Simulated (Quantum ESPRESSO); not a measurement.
# BaS (Fm-3m) in Quantum ESPRESSO: band structure with PBEsol

Aim: the band structure of BaS with PBEsol.

Everything below comes from runs of Quantum ESPRESSO 7.5. Logs are shortened: lines on timing, memory, paths and dates and some standing lists are left out, and cuts for length are marked.

**Experimental background.**

From a printed reference work, monograph, original work of 1988, for a bulk crystal of BaS at 2 K: band gap 3.806 eV (indirect).

How close the calculation comes is told below.

## Step 1: The structure

It takes space group Fm-3m (No. 225, cubic). Conventional cell: a = 6.388 Å, b = 6.388 Å, c = 6.388 Å, α = 90.00°, β = 90.00°, γ = 90.00°. Ba (site symmetry m-3m) has 6 S at 3.19 Å as nearest neighbours. S (site symmetry m-3m) has 6 Ba at 3.19 Å as nearest neighbours.

## Step 2: Band structure, PBEsol

Input file pw.in:

```
&CONTROL
  calculation = 'scf'
  prefix = 'pwscf'
  outdir = './tmp'
  pseudo_dir = './pseudo'
  tprnfor = .true.
  tstress = .true.
  disk_io = 'low'
/
&SYSTEM
  ibrav = 0
  nat = 2
  ntyp = 2
  ecutwfc = 45
  ecutrho = 360
  nbnd = 14
  occupations = 'smearing'
  smearing = 'fd'
  degauss = 0.00367493
/
&ELECTRONS
  conv_thr = 4d-10
  electron_maxstep = 120
  mixing_beta = 0.5
/
ATOMIC_SPECIES
Ba   137.3270 ba_pbesol_v1.uspp.F.UPF
S     32.0600 s_pbesol_v1.4.uspp.F.UPF
CELL_PARAMETERS angstrom
   0.0000000000    3.1937500000    3.1937500000
   3.1937500000    0.0000000000    3.1937500000
   3.1937500000    3.1937500000    0.0000000000
ATOMIC_POSITIONS crystal
Ba     0.0000000000    0.0000000000    0.0000000000
S      0.5000000000    0.5000000000    0.5000000000
K_POINTS automatic
7 7 7 0 0 0
```

Input file bands.in:

```
&CONTROL
  calculation = 'bands'
  prefix = 'pwscf'
  outdir = './tmp'
  pseudo_dir = './pseudo'
  disk_io = 'low'
  verbosity = 'high'
/
&SYSTEM
  ibrav = 0
  nat = 2
  ntyp = 2
  ecutwfc = 45
  ecutrho = 360
  nbnd = 14
  occupations = 'smearing'
  smearing = 'fd'
  degauss = 0.00367493
/
&ELECTRONS
  conv_thr = 1d-08
  electron_maxstep = 120
  mixing_beta = 0.5
  diago_full_acc = .true.
  startingwfc = 'random'
/
ATOMIC_SPECIES
Ba   137.3270 ba_pbesol_v1.uspp.F.UPF
S     32.0600 s_pbesol_v1.4.uspp.F.UPF
CELL_PARAMETERS angstrom
   0.0000000000    3.1937500000    3.1937500000
   3.1937500000    0.0000000000    3.1937500000
   3.1937500000    3.1937500000    0.0000000000
ATOMIC_POSITIONS crystal
Ba     0.0000000000    0.0000000000    0.0000000000
S      0.5000000000    0.5000000000    0.5000000000
K_POINTS crystal
60
 0.0000000000  0.0000000000  0.0000000000 1
 0.0625000000  0.0000000000  0.0625000000 1
 0.1250000000  0.0000000000  0.1250000000 1
 0.1875000000  0.0000000000  0.1875000000 1
 0.2500000000  0.0000000000  0.2500000000 1
 0.3125000000  0.0000000000  0.3125000000 1
 0.3750000000  0.0000000000  0.3750000000 1
 0.4375000000  0.0000000000  0.4375000000 1
 0.5000000000  0.0000000000  0.5000000000 1
 0.5000000000  0.0625000000  0.5625000000 1
 0.5000000000  0.1250000000  0.6250000000 1
 0.5000000000  0.1875000000  0.6875000000 1
 0.5000000000  0.2500000000  0.7500000000 1
 0.4375000000  0.3125000000  0.7500000000 1
 0.3750000000  0.3750000000  0.7500000000 1
 0.3375000000  0.3375000000  0.6750000000 1
 0.3000000000  0.3000000000  0.6000000000 1
 0.2625000000  0.2625000000  0.5250000000 1
 0.2250000000  0.2250000000  0.4500000000 1
 0.1875000000  0.1875000000  0.3750000000 1
 0.1500000000  0.1500000000  0.3000000000 1
 0.1125000000  0.1125000000  0.2250000000 1
 0.0750000000  0.0750000000  0.1500000000 1
 0.0375000000  0.0375000000  0.0750000000 1
 0.0000000000  0.0000000000  0.0000000000 1
 0.0625000000  0.0625000000  0.0625000000 1
 0.1250000000  0.1250000000  0.1250000000 1
 0.1875000000  0.1875000000  0.1875000000 1
 0.2500000000  0.2500000000  0.2500000000 1
 0.3125000000  0.3125000000  0.3125000000 1
 0.3750000000  0.3750000000  0.3750000000 1
 0.4375000000  0.4375000000  0.4375000000 1
 0.5000000000  0.5000000000  0.5000000000 1
 0.5250000000  0.4500000000  0.5250000000 1
 0.5500000000  0.4000000000  0.5500000000 1
 0.5750000000  0.3500000000  0.5750000000 1
 0.6000000000  0.3000000000  0.6000000000 1
 0.6250000000  0.2500000000  0.6250000000 1
 0.5833333333  0.2500000000  0.6666666667 1
 0.5416666667  0.2500000000  0.7083333333 1
 0.5000000000  0.2500000000  0.7500000000 1
 0.5000000000  0.2857142857  0.7142857143 1
 0.5000000000  0.3214285714  0.6785714286 1
 0.5000000000  0.3571428571  0.6428571429 1
 0.5000000000  0.3928571429  0.6071428571 1
 0.5000000000  0.4285714286  0.5714285714 1
 0.5000000000  0.4642857143  0.5357142857 1
 0.5000000000  0.5000000000  0.5000000000 1
 0.4821428571  0.4821428571  0.5357142857 1
 0.4642857143  0.4642857143  0.5714285714 1
 0.4464285714  0.4464285714  0.6071428571 1
 0.4285714286  0.4285714286  0.6428571429 1
 0.4107142857  0.4107142857  0.6785714286 1
 0.3928571429  0.3928571429  0.7142857143 1
 0.3750000000  0.3750000000  0.7500000000 1
 0.6250000000  0.2500000000  0.6250000000 1
 0.5937500000  0.1875000000  0.5937500000 1
 0.5625000000  0.1250000000  0.5625000000 1
 0.5312500000  0.0625000000  0.5312500000 1
 0.5000000000  0.0000000000  0.5000000000 1
```

Potentials or basis: GBRV 1.5 PBEsol.

The run is started by

```sh
OMP_NUM_THREADS=1 mpirun -n 2 pw.x -nk 2 -in pw.in > pw.out
OMP_NUM_THREADS=1 mpirun -n 2 pw.x -nk 2 -in bands.in > bands.out
```

pw.out:

```text
This program is part of the open-source Quantum ESPRESSO suite
     for quantum simulation of materials; please cite
[... 13 lines left out ...]
     --------------------
     sticks:   dense  smooth     PW     G-vecs:    dense   smooth      PW
     Sum        1801     913    265                50701    18053    2891

     Using Slab Decomposition

     bravais-lattice index     =            0
     lattice parameter (alat)  =       8.5352  a.u.
     unit-cell volume          =     439.6725 (a.u.)^3
     number of atoms/cell      =            2
     number of atomic types    =            2
     number of electrons       =        16.00
     number of Kohn-Sham states=           14
     kinetic-energy cutoff     =      45.0000  Ry
     charge density cutoff     =     360.0000  Ry
     scf convergence threshold =      4.0E-10
     mixing beta               =       0.5000
     number of iterations used =            8  plain     mixing
     Exchange-correlation= SLA  PW   PSX  PSC
                           (   1   4  10   8   0   0   0)

     celldm(1)=   8.535221  celldm(2)=   0.000000  celldm(3)=   0.000000
     celldm(4)=   0.000000  celldm(5)=   0.000000  celldm(6)=   0.000000

     crystal axes: (cart. coord. in units of alat)
               a(1) = (   0.000000   0.707107   0.707107 )
               a(2) = (   0.707107   0.000000   0.707107 )
               a(3) = (   0.707107   0.707107   0.000000 )

     reciprocal axes: (cart. coord. in units 2 pi/alat)
               b(1) = ( -0.707107  0.707107  0.707107 )
               b(2) = (  0.707107 -0.707107  0.707107 )
               b(3) = (  0.707107  0.707107 -0.707107 )

     PseudoPot. # 1 for Ba read from file:
     ba_pbesol_v1.uspp.F.UPF
     Pseudo is Ultrasoft + core correction, Zval = 10.0
     Generated by new atomic code, or converted to UPF format
     Using radial grid of  907 points,  7 beta functions with:
                l(1) =   0
                l(2) =   0
                l(3) =   1
                l(4) =   1
                l(5) =   2
                l(6) =   2
                l(7) =   3
     Q(r) pseudized with  6 coefficients,  rinner =    1.700   1.700   1.700
                                                       1.700   1.700   1.700
                                                       1.700

     PseudoPot. # 2 for S  read from file:
     s_pbesol_v1.4.uspp.F.UPF
     Pseudo is Ultrasoft + core correction, Zval =  6.0
     Generated by new atomic code, or converted to UPF format
     Using radial grid of  907 points,  6 beta functions with:
                l(1) =   0
                l(2) =   0
                l(3) =   1
                l(4) =   1
                l(5) =   2
                l(6) =   2
     Q(r) pseudized with  8 coefficients,  rinner =    1.300   1.300   1.300
                                                       1.300   1.300

     atomic species   valence    mass     pseudopotential
     Ba               10.00   137.32700     Ba( 1.00)
     S                 6.00    32.06000     S ( 1.00)

     48 Sym. Ops., with inversion, found

   Cartesian axes

     site n.     atom                  positions (alat units)
         1        Ba     tau(   1) = (   0.0000000   0.0000000   0.0000000  )
         2        S      tau(   2) = (   0.7071068   0.7071068   0.7071068  )

     number of k points=    20  Fermi-Dirac smearing, width (Ry)=  0.0037
                       cart. coord. in units 2pi/alat
        k(    1) = (   0.0000000   0.0000000   0.0000000), wk =   0.0058309
        k(    2) = (   0.1010153   0.1010153  -0.1010153), wk =   0.0466472
        k(    3) = (   0.2020305   0.2020305  -0.2020305), wk =   0.0466472
        k(    4) = (   0.3030458   0.3030458  -0.3030458), wk =   0.0466472
        k(    5) = (   0.2020305  -0.0000000   0.0000000), wk =   0.0349854
        k(    6) = (   0.3030458   0.1010153  -0.1010153), wk =   0.1399417
[... 12 lines left out ...]
        k(   19) = (  -0.1010153  -0.5050763   0.7071068), wk =   0.1399417
        k(   20) = (   0.0000000  -0.4040610   0.6060915), wk =   0.1399417

     Dense  grid:    50701 G-vectors     FFT dimensions: (  54,  54,  54)

     Smooth grid:    18053 G-vectors     FFT dimensions: (  40,  40,  40)

     Initial potential from superposition of free atoms

     starting charge      15.9861, renormalised to      16.0000

     negative rho (up, down):  9.680E-02 0.000E+00
     Starting wfcs are   17 randomized atomic wfcs

     Self-consistent Calculation

     iteration #  1     ecut=    45.00 Ry     beta= 0.50
     Davidson diagonalization with overlap
     ethr =  1.00E-02,  avg # of iterations =  3.8

     Threshold (ethr) on eigenvalues was too large:
     Diagonalizing with lowered threshold

     Davidson diagonalization with overlap
     ethr =  7.46E-04,  avg # of iterations =  1.6

     negative rho (up, down):  9.340E-02 0.000E+00
[... 58 lines left out ...]
     iteration #  8     ecut=    45.00 Ry     beta= 0.50
     Davidson diagonalization with overlap
     ethr =  3.04E-11,  avg # of iterations =  3.5

     negative rho (up, down):  8.928E-02 0.000E+00

     End of self-consistent calculation

          k = 0.0000 0.0000 0.0000 (  2229 PWs)   bands (ev):

   -20.1734  -5.2158  -5.2158  -5.2158  -4.5390   5.7634   5.7634   5.7634
     9.2378   9.6280   9.6280   9.6280  10.5774  10.5774

          k = 0.1010 0.1010-0.1010 (  2220 PWs)   bands (ev):
[... 11 lines left out ...]
   -20.1299  -6.3644  -5.2534  -5.2534  -3.2980   3.8997   4.7531   4.7531
    10.6935  11.6867  11.8188  11.8188  13.6924  13.6924

          k = 0.2020-0.0000 0.0000 (  2221 PWs)   bands (ev):

   -20.1621  -5.6181  -5.2536  -5.2536  -4.0868   4.9184   5.6758   5.6758
     9.1133   9.8075  10.2982  10.2982  10.7481  11.9733

          k = 0.3030 0.1010-0.1010 (  2235 PWs)   bands (ev):
[... 21 lines left out ...]
   -20.1528  -5.8801  -5.2956  -5.2170  -3.8170   4.6745   5.1091   5.5567
     9.5820  10.1030  10.3350  10.8840  11.7954  12.3422

          k = 0.4041-0.0000 0.0000 (  2253 PWs)   bands (ev):

   -20.1369  -5.8706  -5.3375  -5.3375  -3.9425   4.5160   5.6059   5.6059
     8.3387  10.5952  11.1955  11.8791  11.8791  14.3313

          k = 0.5051 0.1010-0.1010 (  2239 PWs)   bands (ev):
[... 6 lines left out ...]
   -20.1175  -6.0304  -5.5260  -5.3359  -3.7701   4.6186   5.0802   5.1440
     9.3316  11.3879  12.3237  12.5493  13.2685  13.7313

          k = 0.0000-0.4041 0.4041 (  2251 PWs)   bands (ev):

   -20.1223  -6.1260  -5.5016  -5.2823  -3.5767   4.2629   4.8321   5.2887
    10.4923  10.6303  11.4168  11.7853  13.8141  14.6139

          k = 0.6061-0.0000 0.0000 (  2245 PWs)   bands (ev):

   -20.1171  -5.7668  -5.4040  -5.4040  -4.3410   5.1150   5.6362   5.6362
     7.8842  11.5365  11.6608  13.2074  13.2074  13.6192

          k =-0.0000-0.6061 0.6061 (  2253 PWs)   bands (ev):

   -20.1142  -5.6890  -5.6257  -5.3935  -4.2091   5.2679   5.3004   5.4614
     8.2490  12.1570  12.1935  12.3617  13.0040  13.2517

          k = 0.4041 0.2020 0.0000 (  2235 PWs)   bands (ev):

   -20.1323  -6.0440  -5.3888  -5.2884  -3.7014   4.3904   5.0191   5.4414
     9.0865  10.9741  11.5871  12.0623  12.3452  13.7674

          k =-0.2020-0.4041 0.6061 (  2245 PWs)   bands (ev):
[... 6 lines left out ...]
   -20.1162  -5.8455  -5.4965  -5.4623  -4.0001   4.9237   5.1748   5.4407
     8.6916  11.4953  11.9058  12.9079  13.1493  13.6420

          k = 0.0000-0.4041 0.6061 (  2238 PWs)   bands (ev):

   -20.1148  -5.8861  -5.5899  -5.4390  -3.8367   4.6426   5.2055   5.2766
     9.6106  10.4979  12.1735  12.7720  12.9826  14.6914

     the Fermi energy is     6.7856 ev

!    total energy              =     -94.49551165 Ry
     estimated scf accuracy    <          8.0E-11 Ry
     smearing contrib. (-TS)   =      -0.00000000 Ry
     internal energy E=F+TS    =     -94.49551165 Ry

     The total energy is F=E-TS. E is the sum of the following terms:
     one-electron contribution =      -5.12074224 Ry
     hartree contribution      =       9.14781772 Ry
     xc contribution           =     -36.03127873 Ry
     ewald contribution        =     -62.49130840 Ry

     convergence has been achieved in   8 iterations

     negative rho (up, down):  8.928E-02 0.000E+00

     Forces acting on atoms (cartesian axes, Ry/au):

     atom    1 type  1   force =    -0.00000000    0.00000000   -0.00000000
     atom    2 type  2   force =     0.00000000    0.00000000   -0.00000000

     Total force =     0.000000     Total SCF correction =     0.000000

     Computing stress (Cartesian axis) and pressure

     negative rho (up, down):  8.928E-02 0.000E+00
          total   stress  (Ry/bohr**3)                   (kbar)     P=       -9.10
  -0.00006188   0.00000000   0.00000000           -9.10        0.00        0.00
   0.00000000  -0.00006188  -0.00000000            0.00       -9.10       -0.00
   0.00000000  -0.00000000  -0.00006188            0.00       -0.00       -9.10

=------------------------------------------------------------------------------=
   JOB DONE.
=------------------------------------------------------------------------------=
```

It took 36 s on 2 MPI ranks of Arm Neoverse V2, shared host; peak memory 0.44 GiB.

What came out:

```yaml
Free_energy: -1285.6769 eV
Pressure: -0.9 GPa
Band_gap_on_the_k_mesh: 2.12 eV, indirect (least direct gap 2.25 eV)
Band_gap_along_the_path: 2.06 eV, indirect (least direct gap 2.18 eV)
```

Levels at the corners of the path, in eV from the valence-band top:
```tsv
point	band 6	band 7	band 8	band 9	band 10	band 11
Γ	0.00	0.00	0.00	3.47	3.86	3.86
X	-0.49	-0.12	-0.12	2.06	5.98	6.00
W	-1.10	-0.46	-0.46	4.19	4.19	6.30
K	-0.93	-0.58	-0.51	3.22	5.82	6.60
Γ	0.00	0.00	0.00	3.47	3.86	3.86
L	-1.93	-1.05	-1.05	5.38	5.54	6.35
U	-0.93	-0.58	-0.51	3.22	5.82	6.60
W	-1.10	-0.46	-0.46	4.19	4.19	6.30
L	-1.93	-1.05	-1.05	5.38	5.54	6.35
K	-0.93	-0.58	-0.51	3.22	5.82	6.60
U	-0.93	-0.58	-0.51	3.22	5.82	6.60
X	-0.49	-0.12	-0.12	2.06	5.98	6.00
```

Caveat: spin-orbit coupling is left out, which moves the levels of the heavy elements.

## Step 3: The reference run

An earlier run on the cell as given: functional PBEsol; potentials or basis GBRV 1.5 PBEsol; cutoff 612 eV; density cutoff 4898 eV; k mesh 7 × 7 × 7; occupations fermi-dirac, width 0.05 eV; no spin polarisation.

* Pressure: -0.9 GPa
* Band gap on the k mesh: 2.12 eV, indirect (least direct gap 2.25 eV)

## Step 4: Comparison with measurements

Step 2. Measured gap of BaS: 3.806 eV (indirect; 2 K; a printed reference work, monograph, original work of 1988). This calculation gives 2.06 eV (-1.74 eV). Spin-orbit coupling on Ba is left out. The value is that of PBEsol, without temperature or zero-point motion. Semilocal functionals fall short of measured gaps as a rule.
